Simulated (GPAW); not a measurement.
Runs of GPAW 26.7.0 on Ti. Symmetry: P6_3/mmc, No. 194, hexagonal system. The conventional cell has a = 2.950 Å, b = 2.950 Å, c = 4.680 Å, α = 90.00°, β = 90.00°, γ = 120.00°. Ti (site symmetry -6m2) has 12 Ti at 2.89 to 2.95 Å as nearest neighbours. 

| level | potentials or basis | eigensolver | gap on the mesh (eV) | pressure (GPa) |
| --- | --- | --- | --- | --- |
| vdW-DF2 | GPAW PAW data sets (gpaw-data 1.2.1), pw | - | none | - |
| LDA | the program's PAW data sets (release 1.2.1) made for this functional, pw | - | none | -10.3 |
| PBE | GPAW PAW data sets (gpaw-data 1.2.1), pw | - | none | (b) |
| r2SCAN | GPAW PAW data sets (gpaw-data 1.2.1), pw | - | none | (a) |
| SCAN | GPAW PAW data sets (gpaw-data 1.2.1), pw | - | none | -2.9 |
| vdW-DF-cx | GPAW PAW data sets (gpaw-data 1.2.1), pw | - | none | - |
| RPBE | the program's PAW data sets (release 1.2.1) made for this functional, pw | - | none | 1.1 |
| BLYP | PAW data sets generated in the run's folder for this functional, pw | davidson | none | 0.3 |

Alike in all rows: task single point; no spin polarisation; cell as given; k mesh 10 × 10 × 6; cutoff (eV) 600; smearing fermi-dirac 0.05 eV.

**Question.** Fill in the values left out.

**Answer.** (a) -2.4; (b) -2.0.

Caveats: the PAW data sets were made with another functional, which shifts forces and pressure a little (some runs).

A gap of «none» marks a metal or a gap under the smearing width.
